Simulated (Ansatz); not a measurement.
As and the effect of the screening of exact exchange

```
CELL_PARAMETERS angstrom
-2.70368 0.00000 -2.70368
0.00000 -2.70368 -2.70368
-2.70368 -2.70368 0.00000
ATOMIC_POSITIONS crystal
As 0.27635 0.22714 0.25690
As 0.72365 0.77286 0.74310
```

This isn't the form of As at room conditions, which is rhombohedral.

Kept alike: task single point; functional HSE06 form with a typed share of exact exchange; k mesh 5 × 5 × 5; occupations fermi-dirac, width 0.05 eV; no spin polarisation. Program: Ansatz, Ansatz PAW, cutoff 420 eV. Exact-exchange share held at 0.25. The mesh is that of the run's cell of 2 atoms. No spin-orbit coupling.

| screening of exact exchange, ω (Å⁻¹) | pressure (GPa) |
| --- | --- |
| 0.1 | 0.71 |
| 0.15 | 0.87 |
| 0.2 | 1.06 |
| 0.3 | 1.49 |
| 0.4 | 1.94 |
| 0.6 | 2.74 |

The k mesh is coarse, so the values aren't converged. Pressure is positive in compression, with a Pulay correction for the finite cutoff. All rows use potentials made for PBE. The mesh is thin for exact exchange.

The pressure rises from 0.71 to 2.74 GPa between 0.1 and 0.6 Å⁻¹.
